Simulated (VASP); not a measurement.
Here is a VASP 6.6.1 calculation.

POSCAR

```
CaF2
1.0
   -0.0000000000      2.6673359631      2.6673359631
    2.6673359631     -0.0000000000      2.6673359631
    2.6673359631      2.6673359631      0.0000000000
  Ca              F
     1     2
Direct
     0.0000000000000000    1.0000000000000000    0.0000000000000000
     0.2500000000000000    0.2500000000000000    0.2500000000000000
     0.7500000000000000    0.7500000000000000    0.7500000000000000
```

Contents of INCAR.step1:

```
PREC     = Accurate       # precision mode
ENCUT    = 600            # plane-wave cutoff, eV
EDIFF    = 1E-8           # SCF threshold, eV
ISMEAR   = 0              # smearing method
SIGMA    = 0.03           # smearing width, eV
LREAL    = False          # projectors in reciprocal space
LASPH    = True           # aspherical terms in the spheres
NELM     = 80             # most SCF steps
ALGO     = Normal         # electronic algorithm
ISIF     = 3              # what is computed and relaxed
LWAVE    = False          # write WAVECAR
LCHARG   = False          # write CHGCAR
PSTRESS  = 15.0         
KPAR     = 2            
IBRION   = 2              # ionic algorithm
NSW      = 40             # ionic steps
EDIFFG   = -0.002         # ionic threshold
```

INCAR.step2

```
PREC     = Accurate       # precision mode
ENCUT    = 600            # plane-wave cutoff, eV
EDIFF    = 1E-8           # SCF threshold, eV
ISMEAR   = 0              # smearing method
SIGMA    = 0.03           # smearing width, eV
LREAL    = False          # projectors in reciprocal space
LASPH    = True           # aspherical terms in the spheres
NELM     = 80             # most SCF steps
ALGO     = Normal         # electronic algorithm
ISIF     = 2              # what is computed and relaxed
LWAVE    = False          # write WAVECAR
LCHARG   = False          # write CHGCAR
PSTRESS  = 15.0         
KPAR     = 2            
IBRION   = 6              # ionic algorithm
NFREE    = 2            
POTIM    = 0.015          # step
NSW      = 1              # ionic steps
```

The input KPOINTS:

```
Automatic mesh
0
Gamma
  8 8 8
```

Potentials or basis: VASP PAW LDA potentials, release 64 (Ca_sv, F).

Command:

```bash
$ cat potpaw_LDA.64/Ca_sv/POTCAR potpaw_LDA.64/F/POTCAR > POTCAR
$ cp INCAR.step1 INCAR
$ mpirun -np 2 vasp_std > vasp.out
$ cp CONTCAR POSCAR
$ cp INCAR.step2 INCAR
$ mpirun -np 2 vasp_std > vasp.out
```

(1) What does it give for the highest phonon frequency at Γ, LO-TO splitting left out?

(2) What does it give for the relaxed volume?

Answers

(1) 348 cm⁻¹.

(2) 12.47 Å³/atom.
